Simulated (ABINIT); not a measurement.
Si:

```
Si
1.0
     2.59984    0.00000    0.00000
    -1.29992    2.25153    0.00000
     0.00000    0.00000    2.46466
Si
1
Direct
  0.00000 0.00000 0.00000
```

This isn't the form of Si at room conditions, which is diamond.

The cell isn't the ideal one: cell relaxed at zero pressure by an earlier run.

Base run:

```yaml
Program: ABINIT 10.8.3 (patched build)
Functional: LDA
Potentials_or_basis: PseudoDojo NC SR LDA v0.4.1 standard
Cutoff: 435 eV
k_mesh: 12 × 12 × 12, shifted
Occupations: fermi-dirac, width 0.05 eV
Spin: no spin polarisation
```

Its results: pressure 0.7 GPa.

Q: The run is repeated on the same cell with these changes: k mesh from 12 × 12 × 12, shifted to 9 × 9 × 8. What comes out?

A: Pressure -0.1 GPa.
